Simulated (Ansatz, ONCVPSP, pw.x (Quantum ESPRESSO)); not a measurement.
**pw.x on bcc Os: one setting changed**

Potential: optimised norm-conserving Vanderbilt (ONCV), ONCVPSP 4.0.1, PBE; core [Kr] 4d10 4f14, reference 5s2 5p6 5d7 6s1; waves: 5s+6s: rc 1.60 bohr, ncon 5, nbas 9, qcut 7.6 1/bohr, 2 projectors; 5p: rc 1.90 bohr, ncon 4, nbas 9, qcut 7.1 1/bohr, 1 projector; 5d: rc 2.05 bohr, ncon 4, nbas 9, qcut 8 1/bohr, 1 projector; local part: polynomial inside 1.40 bohr (lpopt 4, dvloc0 6 Ha); core correction: none.

The reference run (k-mesh 15³, cutoffs 70/280 Ry, Fermi–Dirac 0.01 Ry, mixing_beta 0.4, conv_thr 1e-9, no spin) gives -4.68 GPa at 14.794 Å³/atom, where all-electron LAPW gives -0.02 GPa. This run, with its own iteration cap, changes smearing to mv.

```
&control
  calculation='scf', prefix='x', pseudo_dir='./', outdir='./tmp', tstress=.true., disk_io='none'
/
&system
  ibrav=0, nat=1, ntyp=1, ecutwfc=70, ecutrho=280, nbnd=16,
  occupations='smearing', smearing='mv', degauss=0.01
/
&electrons
  conv_thr=1e-09, mixing_beta=0.4, electron_maxstep=70
/
ATOMIC_SPECIES
Os 1.0 Os.UPF
CELL_PARAMETERS angstrom
  -1.54647133 1.54647133 1.54647133
  1.54647133 -1.54647133 1.54647133
  1.54647133 1.54647133 -1.54647133
ATOMIC_POSITIONS crystal
Os 0.0000 0.0000 0.0000
K_POINTS automatic
15 15 15 0 0 0
```

```bash
pw.x < Os.scf.in > Os.scf.out
```

Task: How does the run end?

Result: It converges in 8 iterations; the free energy moves by +41.2 meV/atom and the pressure by -0.73 GPa. This scheme is built to cancel the term in the square of the width that Fermi–Dirac smearing leaves in the F of a metal.

```
Message from routine setup:
     using ibrav=0 with symmetry is DISCOURAGED, use correct ibrav instead
     lattice parameter (alat)  =       5.0618  a.u.
     unit-cell volume          =      99.8349 (a.u.)^3
     number of electrons       =        16.00
     number of Kohn-Sham states=           16
     kinetic-energy cutoff     =      70.0000  Ry
     charge density cutoff     =     280.0000  Ry
     scf convergence threshold =      1.0E-09
     Exchange-correlation= PBE
     number of k points=   120  Marzari-Vanderbilt smearing, width (Ry)=  0.0100
     iteration #  1     ecut=    70.00 Ry     beta= 0.40
     total energy              =    -184.37932616 Ry
     estimated scf accuracy    <       0.11540955 Ry
     iteration #  2     ecut=    70.00 Ry     beta= 0.40
     total energy              =    -184.38658255 Ry
     estimated scf accuracy    <       0.01057402 Ry
     iteration #  3     ecut=    70.00 Ry     beta= 0.40
     total energy              =    -184.38765046 Ry
     estimated scf accuracy    <       0.00092922 Ry
     iteration #  4     ecut=    70.00 Ry     beta= 0.40
     total energy              =    -184.38769923 Ry
     estimated scf accuracy    <       0.00003362 Ry
     iteration #  5     ecut=    70.00 Ry     beta= 0.40
     total energy              =    -184.38770234 Ry
     estimated scf accuracy    <       0.00000235 Ry
     iteration #  6     ecut=    70.00 Ry     beta= 0.40
     total energy              =    -184.38770287 Ry
     estimated scf accuracy    <       0.00000006 Ry
     iteration #  7     ecut=    70.00 Ry     beta= 0.40
     total energy              =    -184.38770286 Ry
     estimated scf accuracy    <       0.00000002 Ry
     iteration #  8     ecut=    70.00 Ry     beta= 0.40
     the Fermi energy is    24.6916 ev
!    total energy              =    -184.38770286 Ry
     estimated scf accuracy    <          1.6E-10 Ry
     smearing contrib. (-TS)   =      -0.00017718 Ry
     The total energy is F=E-TS. E is the sum of the following terms:
     one-electron contribution =     -30.37121216 Ry
     hartree contribution      =      24.45954301 Ry
     xc contribution           =     -19.07922288 Ry
     ewald contribution        =    -159.39663366 Ry
     convergence has been achieved in   8 iterations
          total   stress  (Ry/bohr**3)                   (kbar)     P=      -54.11
     Message from routine punch:
     Nothing written, as per user request (disk_io='none')
```

The run took about 17 s on one core of a shared host (Intel(R) Xeon(R) 6975P-C, 192 threads, 756 GiB, load 139).
